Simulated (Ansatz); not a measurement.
TiSi:

```xyz
2
Lattice="1.8162 -2.1176 0.0000 1.8162 2.1176 0.0000 0.0000 0.0000 3.8039" Properties=species:S:1:pos:R:3 pbc="T T T"
Ti    1.8162    0.0000    0.0000
Si    0.0000    0.0000    1.9020
```

The cell comes from a database or a generator and needn't be the stable form of this composition.

* Program: Ansatz 0.2.0
* Task: relaxation of cell and atoms
* Functional: B3LYP
* Potentials or basis: Ansatz PAW
* Cutoff: 420 eV (not typed: the program's choice for these potentials)
* k mesh: 5 × 5 × 4
* Occupations: fermi-dirac, width 0.05 eV
* Spin: no spin polarisation

At the start: volume 14.63 Å³/atom.

Task: Where does the relaxation end?

Result: It ends after 9 steps and the volume is 15.34 Å³/atom (+4.9 %); space group Cmmm (No. 65, to 0.05 Å).

The path:
```
step  energy change (eV)  largest force (eV/Å)  volume (Å³)
   1              0.0000                0.0000        29.26
   2             -0.0534                0.0000        30.40
   3             -0.0752                0.0000        30.42
   4             -0.0761                0.0000        30.60
   5             -0.0762                0.0000        30.72
   6             -0.0763                0.0000        30.65
   7             -0.0779                0.0000        30.65
   8             -0.0779                0.0000        30.68
   9             -0.0779                0.0000        30.68
```

Final structure:
```cif
data_structure
_symmetry_space_group_name_H-M 'P 1'
_symmetry_Int_Tables_number 1
_cell_length_a 2.9375
_cell_length_b 2.9375
_cell_length_c 3.6660
_cell_angle_alpha 90.000
_cell_angle_beta 90.000
_cell_angle_gamma 104.082
_cell_volume 30.68
loop_
_atom_site_label
_atom_site_type_symbol
_atom_site_fract_x
_atom_site_fract_y
_atom_site_fract_z
_atom_site_occupancy
Ti1 Ti 0.50000 0.50000 0.00000 1
Si1 Si 0.00000 0.00000 0.50000 1
```

Caveat: the k mesh is coarse (spacing up to 0.46 Å⁻¹), so the values aren't converged, least of all with exact exchange; the plane-wave basis is chosen anew once the cell has moved, so the energies of steps on either side of that aren't comparable; the PAW data sets come from PBE, with cores solved anew for the run's functional, which leaves a small shift of forces and pressure.
